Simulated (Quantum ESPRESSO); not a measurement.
Te:

```
Te
1.0
     2.30590    1.33131    1.69095
    -2.30590    1.33131    1.69095
     0.00000   -2.66263    1.69095
Te
1
Direct
  0.50000 0.50000 0.50000
```

This isn't the form of Te at room conditions, which is trigonal, of chains.

Base run:

* Program: Quantum ESPRESSO 7.5
* Functional: PBEsol
* Potentials or basis: GBRV 1.5 PBEsol
* Cutoff: 612 eV
* Density cutoff: 4898 eV
* k mesh: 9 × 9 × 9
* Occupations: fermi-dirac, width 0.05 eV
* Spin: no spin polarisation

Its results: band gap on the k mesh none (metal or under the smearing width); pressure -0.3 GPa.

Task: The run is repeated on the same cell with these changes: functional from PBEsol to LDA; potentials or basis from GBRV 1.5 PBEsol to GBRV 1.5 LDA. What comes out?

Result: Band gap on the k mesh none (metal or under the smearing width); pressure -1.2 GPa.

Caveats: spin-orbit coupling is left out, which moves the levels of the heavy elements (some runs).
